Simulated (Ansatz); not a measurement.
# Surface calculation: zincblende AlAs (110), 3 layers

The slab is cut from the zincblende crystal, which needn't be the stable phase, as relaxed on PAW files (23.50 Å³/atom), with 16 Å of vacuum and a dipole correction:

```xyz
6
Lattice="4.0507 0.0000 0.0000 0.0000 5.7285 0.0000 0.0000 0.0000 20.0507" Properties=species:S:1:pos:R:3 pbc="T T T"
Al    1.0127    0.7161    8.0000
As    3.0380    5.0124    8.0000
Al    3.0380    3.5803   10.0253
As    1.0127    2.1482   10.0253
Al    1.0127    0.7161   12.0507
As    3.0380    5.0124   12.0507
```

Level of theory: DFT with PBE, scalar-relativistic, in Ansatz 0.2.0; a Γ-centred 8×5×1 k mesh, Fermi–Dirac smearing of 0.02 eV, no spin polarisation. LAPW: all electrons, basis error target 1 meV/atom; PAW: frozen-core files, cutoff 420 eV.

The bulk energy comes from a cell in the slab's orientation on a 8×5×8 mesh. The surface energy is (E(slab) − N·E(bulk))/2A at zero smearing, the mean of both faces; thin slabs carry quantum-size effects.

**Question.** As cut, the LAPW slab lies 3.556 eV above 6 atoms of bulk. What surface energy is that?

**Answer.** Over two faces of 23.20 Å² it is 76.6 meV/Å², and times 16.02 J/m² per eV/Å² that gives γ = 1.228 J/m².

| method | γ as cut (J/m²) | γ relaxed (J/m²) | Φ as cut (eV) |
| --- | --- | --- | --- |
| LAPW | 1.228 | 0.756 | 4.58 |
| PAW | 1.229 | 0.756 | 4.58 |

**Question.** How do the spacings between the planes relax?

**Answer.** From the bottom face up: d12 -4.6 % of 2.025 Å, d23 -4.6 % of 2.025 Å. The outer plane rumples by 0.632 Å.

**Question.** Where do the band edges lie?

**Answer.** On the k mesh: gap 0.35 eV, valence top 5.36 eV below the vacuum level.

**Question.** A field of 0.2 V/Å is applied along the normal, atoms held. What follows?

**Answer.** LAPW finds an induced dipole of 0.1616 e·Å a cell (PAW 0.1617), that is 6.30 Å for 4πα over the area, against 4.50 Å between the outer atoms.

**Question.** A core hole in the 2p shell of Al is made on one Al atom of each kind in every 1×1 cell (PAW hole dataset, neutral cell, valence without spin). What does it cost by layer?

**Answer.** layer 1 73.51 eV, layer 2 73.59 eV. Shifts between layers mean more than the absolute values, and a whole layer of holes screens otherwise than one hole.
